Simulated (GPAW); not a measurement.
```cif
data_kf
_symmetry_space_group_name_H-M 'Fm-3m'
_symmetry_Int_Tables_number 225
_cell_length_a 5.3437
_cell_length_b 5.3437
_cell_length_c 5.3437
_cell_angle_alpha 90.000
_cell_angle_beta 90.000
_cell_angle_gamma 90.000
_cell_volume 152.59
loop_
_atom_site_label
_atom_site_type_symbol
_atom_site_symmetry_multiplicity
_atom_site_Wyckoff_symbol
_atom_site_fract_x
_atom_site_fract_y
_atom_site_fract_z
_atom_site_occupancy
K1 K 4 a 0.00000 0.00000 0.00000 1
F1 F 4 b 0.50000 0.00000 0.00000 1
_calc_subject 'KF (Carobbiite): one start, several treatments of the self-energy'
_calc_method 'DFT, PBE, plane waves, PAW (and 1 further level or step)'
_calc_program 'GPAW 26.7.0'
_calc_settings_of_one_run 'cutoff 600 eV, GPAW PAW setups 1.2.1 data release, 6×6×6 k-mesh, nbands 96'
_calc_cost '4 runs, 3.6 min in all on 4 MPI ranks of Arm Neoverse V2, shared host (the runs of this entry)'
_calc_notes 'The cell and positions come from the Crystallography Open Database and are kept as given unless a step says otherwise. Bands and cutoff are finite, so the gap is not at the basis limit. The miss can reach some tenths of an eV and take either sign; the mesh is an error of its own.'
_calc_g0w0_godby_needs_plasmon_pole '9.535 eV'
_calc_g0w0_full_frequency_hilbert_transform '9.552 eV'
_calc_g0w0_multipole '9.403 eV'
_calc_known_limits 'not at the basis limit'
```

[Paths, hosts, dates, memory and timing lines, banners, echoed tables and standing remarks are left out of the program output.]

[Logs are printed without paths, hosts, clocks, repeated set-up lines and the standing remarks that a program may print on its own settings, such as how far it seeks lower states.]

[Runs of the session that timed out or met a known fault of the program may be left out.]

[Hosts, paths, dates, database ids (printed as entryN), source tags and the programs' standing remarks are cut or masked in the printed files.]
